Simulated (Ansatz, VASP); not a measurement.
# KCl in VASP and in Ansatz

```
CELL_PARAMETERS angstrom
3.81343 0.00000 0.00000
0.00000 3.81343 0.00000
0.00000 0.00000 3.81343
ATOMIC_POSITIONS crystal
K 0.00000 0.00000 0.00000
Cl 0.50000 0.50000 0.50000
```

Change from the starting cell: volume scaled by 0.98.

Alike in both runs: task single point; functional PBE; k mesh 7 × 7 × 7; occupations fermi-dirac, width 0.05 eV; no spin polarisation.

```csv
,VASP,Ansatz
version,VASP 6.6.1,Ansatz 0.2.0
potentials or method,"VASP PAW PBE potentials, release 64 (K_sv, Cl), cutoff 520 eV","all-electron LAPW, scalar-relativistic"
```

|  | VASP | Ansatz | Ansatz less VASP |
| --- | --- | --- | --- |
| gap on the k mesh at the Fermi level (eV) | 4.90 | 4.90 | +0.001 |
| least direct gap on the mesh (eV) | 5.09 | 5.09 | 0.000 |
| pressure (GPa) | 0.3 | 0.3 | -0.01 |

Ansatz ran all-electron here, so the differences hold the error of VASP's frozen core and of both bases.

Caveats: an odd mesh through Γ misses points on the zone boundary, where band edges often lie.
